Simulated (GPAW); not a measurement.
A run of GPAW 26.7.0:

Contents of run.py:

```python
from ase import Atoms
from ase.filters import FrechetCellFilter
from ase.io import write
from ase.optimize import BFGS
from ase.units import GPa
from gpaw import GPAW, PW, setup_paths

setup_paths.insert(0, '.')

atoms = Atoms(['Cu', 'Al'],
              cell=[[2.997509, 0.0, 0.0],
                    [0.0, 2.997509, 0.0],
                    [0.0, 0.0, 2.997509]],
              scaled_positions=[[0.5, 0.5, 0.5],
                                [0.0, 0.0, 0.0]],
              pbc=True)

calc = GPAW(mode=PW(600),
            xc='PBEsol',
            kpts={'size': (9, 9, 9), 'gamma': True},
            occupations={'name': 'fermi-dirac', 'width': 0.05},
            nbands=17,
            convergence={'density': 1e-05, 'forces': 0.0001},
            maxiter=150,
            txt='gpaw.txt')
atoms.calc = calc
opt = BFGS(FrechetCellFilter(atoms, scalar_pressure=5 * GPa), trajectory='relax.traj', logfile='-')
done = opt.run(fmax=0.02, steps=60)
calc.write('gs.gpw')
write('result.traj', atoms)
print('Converged:', done)
print('Cell:', atoms.cell.cellpar().round(4))
print('Volume:', round(atoms.get_volume(), 4))
print(atoms.get_scaled_positions().round(5))
```

Potentials or basis: PAW data sets generated in the run's folder for this functional, pw.

Launch:

```bash
$ gpaw-setup -f PBEsol Al Cu
$ OMP_NUM_THREADS=1 python run.py
```

Hardware: 1 thread of AMD EPYC 7R43 64-Core Processor (Zen 3), on a shared host.

How long does it take, and how much memory?

Run time: 54 s on 1 thread of AMD EPYC 7R43 64-Core Processor (Zen 3), with other jobs on the host, peak memory 0.18 GiB. Counts: scf iterations 43, plane waves 922, bands 17, k points 35, ion steps 4.
